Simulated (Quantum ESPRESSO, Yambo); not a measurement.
Planning a run of Yambo 5.3.0 on AlN (P6_3mc). The input:

```
HF_and_locXC
gw0
dyson
ppa
em1d
rim_cut
RandQpts= 1000000
RandGvec= 1 RL
EXXRLvcs= 72 Ry
VXCRLvcs= 288 Ry
Chimod= "HARTREE"
% BndsRnXp
 1 | 209 |
%
NGsBlkXp= 17 Ry
% LongDrXp
 1 | 1 | 1 |
%
% GbndRnge
 1 | 209 |
%
DysSolver= "n"
ExtendOut
PPAPntXp= 50 eV
% QPkrange
 1 | 1 | 7 | 10 |
%
```

The database entry behind the starting cell differs from later determinations by our own check (inner coordinate u about 0.002 short), so it need not match the best structure at ambient conditions.

```sh
OMP_NUM_THREADS=1 mpirun -n 4 yambo -F gw6.in -J gw6 -C gw6 > gw6.log
```

The stored states that it reads are on a 3×3×4 mesh. The structure is hexagonal, space group P6_3mc (No. 186). The conventional cell has a = 3.113 Å, b = 3.113 Å, c = 4.981 Å, α = 90.00°, β = 90.00°, γ = 120.00°. Al has 4 N at 1.89 Å nearest. N has 4 Al at 1.89 Å nearest. Farther neighbours and most contacts between anions are not listed.

Q: How long will it take on 4 MPI ranks of Arm Neoverse V1, shared host, and how much memory?

It took 86 s; on shared hardware allow 43 s to 2.9 min. Peak host memory was 1.6 GiB.

The screening grows as filled bands × empty bands × pairs of k points, times the square of the screening basis for the matrix.

[Paths, hosts, dates, memory and timing lines, banners, echoed tables and standing remarks are left out of the program output.]

[Logs are printed without paths, hosts, clocks, repeated set-up lines and the standing remarks that a program may print on its own settings, such as how far it seeks lower states.]

[Runs of the session that timed out or met a known fault of the program may be left out.]

[No measured gap is set beside runs whose start may be inverted or whose files or cutoffs have a known fault.]

[Hosts, paths, dates, database ids (printed as entryN), source tags and the programs' standing remarks are cut or masked in the printed files.]
